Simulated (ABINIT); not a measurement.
# A GW chain in ABINIT: BeTe (F-43m), part 2 of 3

Wanted: ground state, empty states, screening and self-energy for BeTe (F-43m).

ABINIT 10.8.3; LDA and many-body steps on it, plane waves. Known limits of the many-body steps: not at the basis limit; exchange with frozen shells missing; no spin-orbit coupling; coarse k mesh.

So far. Step 2 (Ground state): The gap is indirect, with the least direct gap 1.83 eV higher.

The database entry behind the starting cell differs from later determinations by our own check (an axis about 1.5 % short against later determinations), so it need not match the best structure at ambient conditions.

### 3. Bands along the symmetry lines

Level of this step: DFT, LDA, plane waves, norm-conserving pseudopotentials (ABINIT).

Levels along a band path, at the cheap level, show where the edges lie and whether the meshes to come will hold them.

File run.abi:

```
acell 3*1.0 Angstrom
rprim 
  0.000000000000 2.770000000000 2.770000000000
  2.770000000000 0.000000000000 2.770000000000
  2.770000000000 2.770000000000 -0.000000000000
ntypat 2
znucl 4 52
natom 2
typat 1 2
xred 
  0.000000000000 0.000000000000 0.000000000000
  0.250000000000 0.250000000000 0.250000000000
pp_dirpath "pseudos"
pseudos "Be.upf, Te.upf"
ecut 38
iscf -2
irdden 1
kptopt 0
nkpt 50
kpt 
  0.00000000 0.00000000 0.00000000
  -0.06250000 -0.06250000 0.00000000
  -0.12500000 -0.12500000 0.00000000
  -0.18750000 -0.18750000 0.00000000
  -0.25000000 -0.25000000 0.00000000
  -0.31250000 -0.31250000 0.00000000
  -0.37500000 -0.37500000 0.00000000
  -0.43750000 -0.43750000 0.00000000
  -0.50000000 -0.50000000 0.00000000
  -0.48437500 -0.48437500 0.03125000
  -0.46875000 -0.46875000 0.06250000
  -0.45312500 -0.45312500 0.09375000
  -0.43750000 -0.43750000 0.12500000
  -0.42187500 -0.42187500 0.15625000
  -0.40625000 -0.40625000 0.18750000
  -0.39062500 -0.39062500 0.21875000
  -0.37500000 -0.37500000 0.25000000
  -0.37500000 0.00000000 0.37500000
  -0.32812500 0.00000000 0.32812500
  -0.28125000 0.00000000 0.28125000
  -0.23437500 0.00000000 0.23437500
  -0.18750000 0.00000000 0.18750000
  -0.14062500 0.00000000 0.14062500
  -0.09375000 0.00000000 0.09375000
  -0.04687500 0.00000000 0.04687500
  0.00000000 0.00000000 0.00000000
  0.00000000 0.00000000 0.06250000
  0.00000000 0.00000000 0.12500000
  0.00000000 0.00000000 0.18750000
  0.00000000 0.00000000 0.25000000
  0.00000000 0.00000000 0.31250000
  0.00000000 0.00000000 0.37500000
  0.00000000 0.00000000 0.43750000
  -0.00000000 -0.00000000 0.50000000
  -0.06250000 -0.03125000 0.46875000
  -0.12500000 -0.06250000 0.43750000
  -0.18750000 -0.09375000 0.40625000
  -0.25000000 -0.12500000 0.37500000
  -0.31250000 -0.15625000 0.34375000
  -0.37500000 -0.18750000 0.31250000
  -0.43750000 -0.21875000 0.28125000
  -0.50000000 -0.25000000 0.25000000
  -0.50000000 -0.28125000 0.21875000
  -0.50000000 -0.31250000 0.18750000
  -0.50000000 -0.34375000 0.15625000
  -0.50000000 -0.37500000 0.12500000
  -0.50000000 -0.40625000 0.09375000
  -0.50000000 -0.43750000 0.06250000
  -0.50000000 -0.46875000 0.03125000
  -0.50000000 -0.50000000 0.00000000
istwfk *1
nband 17
nbdbuf 2
tolwfr 1e-08
nstep 40
prtwf 0
prtvol 0
indata_prefix "in"
outdata_prefix "out"
tmpdata_prefix "tmp"
```

Launch:

```console
OMP_NUM_THREADS=1 mpirun -n 4 abinit run.abi > log
```

Numbers of over 12 decimals in the logs are rounded to 6 here.

Log:

```text
.Version 10.8.3 of ABINIT. v10.8.2 released Aug 2026.

 Symmetries : space group F-4 3 m (#216); Bravais cF (face-center cubic)
[... echo of the input left out ...]
== DATASET  1 ==================================================================
-   mpi_nproc: 4, omp_nthreads: 1 (-1 if OMP is not activated)

--- !DatasetInfo
iteration_state: {dtset: 1, }
dimensions: {natom: 2, nkpt: 50, mband: 17, nsppol: 1, nspinor: 1, nspden: 1, mpw: 3250, }
cutoff_energies: {ecut:  38.0, pawecutdg:  -1.0, }
electrons: {nelect:   2.00000000E+01, charge:   0.00000000E+00, occopt:   1.00000000E+00, tsmear:   1.00000000E-02, }

 Real(R)+Recip(G) space primitive vectors, cartesian coordinates (Bohr,Bohr^-1):
 R(1)=  0.0000000  5.2345414  5.2345414  G(1)= -0.0955194  0.0955194  0.0955194
 R(2)=  5.2345414  0.0000000  5.2345414  G(2)=  0.0955194 -0.0955194  0.0955194
 R(3)=  5.2345414  5.2345414  0.0000000  G(3)=  0.0955194  0.0955194 -0.0955194
 Unit cell volume ucvol=  2.8685730E+02 bohr^3
 Angles (23,13,12)=  6.00000000E+01  6.00000000E+01  6.00000000E+01 degrees

 getcut: wavevector=  0.0000  0.0000  0.0000  ngfft=  45  45  45
         ecut(hartree)=     38.000   => boxcut(ratio)=   2.14191

--- Pseudopotential description ------------------------------------------------
- Be Generated using ONCVPSP code by D. R. Hamann
-  4.00000   4.00000  180309                  znucl, zion, pspdat
12 -1012 1 -1 1358                            pspcod,pspxc,lmax,lloc,mmax
     nproj     2     2     0
  pspatm : epsatm=    2.74190561
         --- l  ekb(1:nproj) -->
             0   -6.571987   -2.339039
             1   -2.528806   -0.553493
 pspatm: atomic psp has been read  and splines computed

- Te Generated using ONCVPSP code by D. R. Hamann
- 52.00000  16.00000  180309                  znucl, zion, pspdat
12 -1012 2 -1 1278                            pspcod,pspxc,lmax,lloc,mmax
     nproj     2     2     2
  pspatm : epsatm=   36.15519577
         --- l  ekb(1:nproj) -->
             0    6.378114    0.800275
[...]
pspatm: atomic psp has been read  and splines computed

--------------------------------------------------------------------------------

================================================================================
 prteigrs : about to open file out_EIG
 Non-SCF case, kpt    1 (  0.00000  0.00000  0.00000), residuals and eigenvalues=
  3.05E-09  8.54E-10  2.82E-09  3.42E-09  1.83E-09  6.73E-09  4.49E-09  1.34E-09
  3.97E-09  9.45E-09  1.25E-09  2.16E-09  4.61E-09  3.20E-09  2.07E-09  1.33E-06
  6.03E-06
 -3.4624E+00 -1.1684E+00 -1.1684E+00 -1.1684E+00 -1.1678E+00 -1.1678E+00
 -3.0130E-01  1.6453E-01  1.6453E-01  1.6453E-01  2.9684E-01  2.9684E-01
  2.9684E-01  3.1389E-01  4.7521E-01  5.5642E-01  5.5644E-01
 Non-SCF case, kpt    2 ( -0.06250 -0.06250  0.00000), residuals and eigenvalues=
[...]
Non-SCF case, kpt    3 ( -0.12500 -0.12500  0.00000), residuals and eigenvalues=
[...]
1.69E-04
[...]
3.3459E-01  3.5196E-01  4.6561E-01  5.0835E-01  5.6642E-01
[...]
Non-SCF case, kpt   49 ( -0.50000 -0.46875  0.03125), residuals and eigenvalues=
[...]
5.2927E-01  5.2953E-01  5.9539E-01  6.4913E-01  6.7390E-01
 Non-SCF case, kpt   50 ( -0.50000 -0.50000  0.00000), residuals and eigenvalues=
[...]
-3.4624E+00 -1.1685E+00 -1.1681E+00 -1.1681E+00 -1.1679E+00 -1.1677E+00
 -2.2902E-01 -3.1177E-02  6.1010E-02  6.1010E-02  2.2975E-01  2.6117E-01
  5.3267E-01  5.3267E-01  5.9817E-01  6.5948E-01  6.7935E-01

--- !ResultsGS
iteration_state: {dtset: 1, }
comment   : Summary of ground state results
lattice_vectors:
- [  0.0000000,   5.2345414,   5.2345414, ]
- [  5.2345414,   0.0000000,   5.2345414, ]
- [  5.2345414,   5.2345414,  -0.0000000, ]
lattice_lengths: [   7.40276,    7.40276,    7.40276, ]
lattice_angles: [ 60.000,  60.000,  60.000, ] # degrees, (23, 13, 12)
lattice_volume:   2.8685730E+02
convergence: {deltae:  0.000E+00, res2:  0.000E+00, residm:  9.999E-09, diffor:  0.000E+00, }
etotal    :  -1.18488132E+02
entropy   :   0.00000000E+00
fermie    :   1.64525466E-01
cartesian_stress_tensor: null
pressure_GPa: null
xred      :
- [  0.0000E+00,   0.0000E+00,   0.0000E+00, Be]
- [  2.5000E-01,   2.5000E-01,   2.5000E-01, Te]
cartesian_forces: null
force_length_stats: {min: null, max: null, mean: null, }

 Integrated electronic density in atomic spheres:
 ------------------------------------------------
 Atom  Sphere_radius  Integrated_density
[...]
================================================================================

 ----iterations are completed or convergence reached----

 Mean square residual over all n,k,spin=   43.780E-10; max=  99.994E-10
 reduced coordinates (array xred) for    2 atoms
       0.000000000000      0.000000000000      0.000000000000
       0.250000000000      0.250000000000      0.250000000000

 cartesian coordinates (angstrom) at end:
    1      0.000000     0.000000     0.000000
    2      1.385000     1.385000     1.385000
 length scales=  1.889726125908  1.889726125908  1.889726125908 bohr
              =  1.000000000000  1.000000000000  1.000000000000 angstroms
 prteigrs : about to open file out_EIG
 Eigenvalues (hartree) for nkpt=  50  k points:
 kpt#   1, nband= 17, wtk=  1.00000, kpt=  0.0000  0.0000  0.0000 (reduced coord)
[...]
kpt#   2, nband= 17, wtk=  1.00000, kpt= -0.0625 -0.0625  0.0000 (reduced coord)
[...]
kpt#   3, nband= 17, wtk=  1.00000, kpt= -0.1250 -0.1250  0.0000 (reduced coord)
[...]
kpt#  49, nband= 17, wtk=  1.00000, kpt= -0.5000 -0.4687  0.0313 (reduced coord)
[...]
0.67390
 kpt#  50, nband= 17, wtk=  1.00000, kpt= -0.5000 -0.5000  0.0000 (reduced coord)
  -3.46241   -1.16847   -1.16810   -1.16810   -1.16790   -1.16769   -0.22902   -0.03118
   0.06101    0.06101    0.22975    0.26117    0.53267    0.53267    0.59817    0.65948
   0.67935

== END DATASET(S) ==============================================================
================================================================================

 -outvars: echo values of variables after computation  --------
            nband          17
             nkpt          50
          spgroup         216
 [... the other variables as echoed above ...]

 Calculation completed.
```

Elapsed: 13 s, on 4 MPI ranks of Arm Neoverse V1, shared host; peak memory 0.29 GiB; 53 s of CPU time.

This step gave:

```
gap                        : 1.775 eV
k of the valence top       : 0, 0, 0
k of the conduction bottom : -0.5, -0.5, 0
least direct gap           : 3.600 eV
```

The gap is 1.775 eV, as in the run before at this level.

The electronic bands at the labelled points (eV, zero at the top of the highest filled band):

| point | band 7 | band 8 | band 9 | band 10 | band 11 | band 12 | band 13 | band 14 |
| --- | --- | --- | --- | --- | --- | --- | --- | --- |
| Γ | -12.68 | 0.00 | 0.00 | 0.00 | 3.60 | 3.60 | 3.60 | 4.06 |
| halfway | -11.89 | -2.99 | -1.80 | -1.80 | 2.52 | 4.41 | 6.61 | 6.61 |
| X | -10.71 | -5.33 | -2.82 | -2.82 | 1.77 | 2.63 | 10.02 | 10.02 |
| halfway | -10.70 | -5.22 | -3.36 | -2.70 | 2.15 | 3.31 | 9.38 | 9.47 |
| U | -10.73 | -4.93 | -4.16 | -2.38 | 2.60 | 5.31 | 8.10 | 8.44 |
| jump to K | -10.73 | -4.93 | -4.16 | -2.38 | 2.60 | 5.31 | 8.10 | 8.44 |
| halfway | -11.82 | -3.69 | -2.41 | -0.71 | 4.13 | 4.71 | 5.31 | 6.42 |
| Γ | -12.68 | 0.00 | 0.00 | 0.00 | 3.60 | 3.60 | 3.60 | 4.06 |
| halfway | -12.09 | -3.48 | -0.72 | -0.72 | 3.42 | 4.52 | 4.52 | 7.24 |
| L | -11.23 | -5.83 | -1.20 | -1.20 | 3.21 | 4.59 | 4.59 | 7.77 |
| halfway | -10.98 | -5.38 | -3.05 | -2.04 | 4.17 | 4.47 | 6.86 | 7.94 |
| W | -10.67 | -4.72 | -3.96 | -3.45 | 5.26 | 5.52 | 5.66 | 6.47 |
| halfway | -10.69 | -5.11 | -3.33 | -3.16 | 2.89 | 3.63 | 8.48 | 8.70 |
| X | -10.71 | -5.33 | -2.82 | -2.82 | 1.77 | 2.63 | 10.02 | 10.02 |

The electronic bands as a text plot (rows in eV, shown from -8.0 to 7.8 only):

```
    7.4 |       ++         +++              +++  +     +    +
    6.8 |     ++           +++++                      + +++++
    6.1 |                   +++++++        +         +   + +
    5.5 |    +            +   +++  ++    ++         +    +++
    4.8 |  +++           +      +++  +      ++++++++   +++ ++
    4.2 |++   ++              ++++++++++++++        ++++    +
    3.5 |++++   ++     ++   ++       ++++++++++++++++        ++
    2.8 |    +++  +++++   ++                                 + ++
    2.2 |       +++   ++++                                    ++
    1.5 |          +++                                          +
    0.9 |
    0.2 |*                           ****
   -0.4 | ***                   ******  *****
   -1.1 |  ***                **   **    **  ********
   -1.8 |    ***           ***   ****               ***
   -2.4 |       ***    ****     *          *         * *
   -3.1 |     **   *****      ** **                   * **  *****
   -3.7 |       **      **  **  *           *          ******
   -4.4 |         *       **  **             **
   -5.0 |          ***********                 *       **********
   -5.7 |                                       *******
   -6.4 |
   -7.0 |
   -7.7 |
         Γ           X  U|K            Γ         L        W     X
```

### 4. Empty states on the mesh, 4×4×4 mesh, 31 bands

The sums over transitions need many empty states on a uniform mesh; this step solves for them.

File run.abi:

```
acell 3*1.0 Angstrom
rprim 
  0.000000000000 2.770000000000 2.770000000000
  2.770000000000 0.000000000000 2.770000000000
  2.770000000000 2.770000000000 -0.000000000000
ntypat 2
znucl 4 52
natom 2
typat 1 2
xred 
  0.000000000000 0.000000000000 0.000000000000
  0.250000000000 0.250000000000 0.250000000000
pp_dirpath "pseudos"
pseudos "Be.upf, Te.upf"
ecut 38
ngkpt 4 4 4
nshiftk 1
shiftk 0 0 0
kptopt 1
chksymbreak 0
iscf -2
irdden 1
istwfk *1
nband 31
nbdbuf 4
tolwfr 1e-09
nstep 60
prtvol 0
indata_prefix "in"
outdata_prefix "out"
tmpdata_prefix "tmp"
```

Log:

```text
.Version 10.8.3 of ABINIT. v10.8.2 released Aug 2026.

 Symmetries : space group F-4 3 m (#216); Bravais cF (face-center cubic)
[... echo of the input left out ...]
== DATASET  1 ==================================================================
-   mpi_nproc: 4, omp_nthreads: 1 (-1 if OMP is not activated)

--- !DatasetInfo
iteration_state: {dtset: 1, }
dimensions: {natom: 2, nkpt: 8, mband: 31, nsppol: 1, nspinor: 1, nspden: 1, mpw: 3250, }
cutoff_energies: {ecut:  38.0, pawecutdg:  -1.0, }
electrons: {nelect:   2.00000000E+01, charge:   0.00000000E+00, occopt:   1.00000000E+00, tsmear:   1.00000000E-02, }

 Real(R)+Recip(G) space primitive vectors, cartesian coordinates (Bohr,Bohr^-1):
 R(1)=  0.0000000  5.2345414  5.2345414  G(1)= -0.0955194  0.0955194  0.0955194
 R(2)=  5.2345414  0.0000000  5.2345414  G(2)=  0.0955194 -0.0955194  0.0955194
 R(3)=  5.2345414  5.2345414  0.0000000  G(3)=  0.0955194  0.0955194 -0.0955194
 Unit cell volume ucvol=  2.8685730E+02 bohr^3
 Angles (23,13,12)=  6.00000000E+01  6.00000000E+01  6.00000000E+01 degrees

 getcut: wavevector=  0.0000  0.0000  0.0000  ngfft=  45  45  45
         ecut(hartree)=     38.000   => boxcut(ratio)=   2.14191

--- Pseudopotential description ------------------------------------------------
- Be Generated using ONCVPSP code by D. R. Hamann
-  4.00000   4.00000  180309                  znucl, zion, pspdat
12 -1012 1 -1 1358                            pspcod,pspxc,lmax,lloc,mmax
     nproj     2     2     0
  pspatm : epsatm=    2.74190561
         --- l  ekb(1:nproj) -->
             0   -6.571987   -2.339039
             1   -2.528806   -0.553493
 pspatm: atomic psp has been read  and splines computed

- Te Generated using ONCVPSP code by D. R. Hamann
- 52.00000  16.00000  180309                  znucl, zion, pspdat
12 -1012 2 -1 1278                            pspcod,pspxc,lmax,lloc,mmax
     nproj     2     2     2
  pspatm : epsatm=   36.15519577
         --- l  ekb(1:nproj) -->
             0    6.378114    0.800275
[...]
pspatm: atomic psp has been read  and splines computed

--------------------------------------------------------------------------------

================================================================================
 prteigrs : about to open file out_EIG
 Non-SCF case, kpt    1 (  0.00000  0.00000  0.00000), residuals and eigenvalues=
  7.93E-10  2.68E-10  1.90E-10  3.10E-10  6.33E-10  9.31E-10  2.89E-10  1.56E-10
  2.55E-10  5.44E-10  1.43E-10  4.03E-10  8.66E-10  2.36E-10  2.33E-10  2.45E-10
  5.46E-10  1.14E-10  1.62E-10  6.40E-10  3.08E-10  2.69E-10  7.19E-10  8.51E-10
  5.52E-10  5.13E-10  9.63E-10  3.39E-10  5.10E-10  4.44E-05  3.19E-10
 -3.4624E+00 -1.1684E+00 -1.1684E+00 -1.1684E+00 -1.1678E+00 -1.1678E+00
 -3.0130E-01  1.6453E-01  1.6453E-01  1.6453E-01  2.9684E-01  2.9684E-01
  2.9684E-01  3.1389E-01  4.7521E-01  5.5641E-01  5.5641E-01  5.8561E-01
  5.8561E-01  5.8561E-01  7.2372E-01  1.0647E+00  1.0647E+00  1.0647E+00
  1.1424E+00  1.1424E+00  1.1424E+00  1.2205E+00  1.2205E+00  1.2206E+00
  1.2516E+00
 prteigrs : prtvol=0 or 1, do not print more k-points.

--- !ResultsGS
iteration_state: {dtset: 1, }
comment   : Summary of ground state results
lattice_vectors:
- [  0.0000000,   5.2345414,   5.2345414, ]
- [  5.2345414,   0.0000000,   5.2345414, ]
- [  5.2345414,   5.2345414,  -0.0000000, ]
lattice_lengths: [   7.40276,    7.40276,    7.40276, ]
lattice_angles: [ 60.000,  60.000,  60.000, ] # degrees, (23, 13, 12)
lattice_volume:   2.8685730E+02
convergence: {deltae:  0.000E+00, res2:  0.000E+00, residm:  9.981E-10, diffor:  0.000E+00, }
etotal    :  -1.18488132E+02
entropy   :   0.00000000E+00
fermie    :   1.64525466E-01
cartesian_stress_tensor: null
pressure_GPa: null
xred      :
- [  0.0000E+00,   0.0000E+00,   0.0000E+00, Be]
- [  2.5000E-01,   2.5000E-01,   2.5000E-01, Te]
cartesian_forces: null
force_length_stats: {min: null, max: null, mean: null, }

 Integrated electronic density in atomic spheres:
 ------------------------------------------------
 Atom  Sphere_radius  Integrated_density
[...]
================================================================================

 ----iterations are completed or convergence reached----

 Mean square residual over all n,k,spin=   46.398E-11; max=  99.812E-11
 reduced coordinates (array xred) for    2 atoms
       0.000000000000      0.000000000000      0.000000000000
       0.250000000000      0.250000000000      0.250000000000

 cartesian coordinates (angstrom) at end:
    1      0.000000     0.000000     0.000000
    2      1.385000     1.385000     1.385000
 length scales=  1.889726125908  1.889726125908  1.889726125908 bohr
              =  1.000000000000  1.000000000000  1.000000000000 angstroms
 prteigrs : about to open file out_EIG
 Eigenvalues (hartree) for nkpt=   8  k points:
 kpt#   1, nband= 31, wtk=  0.01563, kpt=  0.0000  0.0000  0.0000 (reduced coord)
  -3.46237   -1.16841   -1.16841   -1.16841   -1.16781   -1.16781   -0.30130    0.16453
   0.16453    0.16453    0.29684    0.29684    0.29684    0.31389    0.47521    0.55641
   0.55641    0.58561    0.58561    0.58561    0.72372    1.06470    1.06470    1.06470
   1.14236    1.14236    1.14236    1.22050    1.22050    1.22061    1.25161
 prteigrs : prtvol=0 or 1, do not print more k-points.

== END DATASET(S) ==============================================================
================================================================================

 -outvars: echo values of variables after computation  --------
            nband          31
             nkpt           8
          spgroup         216
 [... the other variables as echoed above ...]

 Calculation completed.
```

It took 5.9 s on 4 MPI ranks; peak memory 0.27 GiB.

Numbers from this step:

```
gap                                                           : 1.775 eV
k of the valence top                                          : 0, 0, 0
k of the conduction bottom                                    : 0.5, 0.5, 0
least direct gap                                              : 3.600 eV
k points computed                                             : 8
lowest point of the top converged band, above the valence top : 21.82 eV
```

On this mesh the gap is 1.775 eV.

(Part 2 of 3 ends here.)

[Paths, hosts, dates, memory and timing lines, banners, echoed tables and standing remarks are left out of the program output.]

[Logs are printed without paths, hosts, clocks, repeated set-up lines and the standing remarks that a program may print on its own settings, such as how far it seeks lower states.]

[Runs of the session that timed out or met a known fault of the program may be left out.]

[Hosts, paths, dates, database ids (printed as entryN), source tags and the programs' standing remarks are cut or masked in the printed files.]

[G0W0 gaps are taken among the corrected bands and points alone; a level outside them can change the order at an edge.]

[Where Ansatz stands beside ABINIT at settings called matched, ABINIT's density can come from a denser mesh and the files from another edition; pairs whose starting gaps differed by over 0.03 eV were left out, so agreement reads better than it is.]
